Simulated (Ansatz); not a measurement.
Ti3Al5: do energies and stresses tell the same story?

Level of theory: DFT PBEsol, scalar-relativistic, plane waves, PAW (Ansatz).

Plane waves to 420 eV, a k mesh through Γ of 10×10×6 on the computed 8-atom cell and Gaussian smearing (0.10 eV); no spin polarisation.

Relaxed cell: Pmmm, a = 3.885 Å, b = 4.002 Å, c = 8.052 Å, α = 90.00°, β = 90.00°, γ = 90.00°, 8 atoms in the primitive cell. Whether it is the stable form of this composition wasn't checked.

Energies at zero smearing and pressures from the stress tensor, at volumes with shape and atoms relaxed:
```csv
V (Å³/atom),E − E(first) (meV/atom),P (GPa)
13.773,0.00,18.92
14.242,-46.63,13.07
14.712,-77.35,8.03
15.181,-94.38,3.70
15.651,-99.63,-0.03
16.120,-94.72,-3.23
16.590,-81.07,-6.00
17.216,-51.37,-9.09
```

Q: Check P = −dE/dV between neighbouring volumes, and get the bulk modulus from the pressures alone.

A: With 1 eV/Å³ = 160.2 GPa:
```csv
middle V (Å³/atom),−ΔE/ΔV (GPa),mean P (GPa)
14.007,15.912,15.991
14.477,10.484,10.551
14.946,5.812,5.868
15.416,1.790,1.838
15.885,-1.675,-1.630
16.355,-4.658,-4.615
16.903,-7.602,-7.541
```

The two differ by 0.08 GPa at most. The mean of two end pressures misses the average over a step by about ΔV² P″/12, up to 0.07 GPa here; with that taken off 0.01 GPa remains. Around V = 15.651 Å³/atom, the two neighbours give B = −V ΔP/ΔV = 15.651 × 6.94 / 0.939 = 115.6 GPa, against B0 = 115.2 GPa from the Birch–Murnaghan fit of the energies.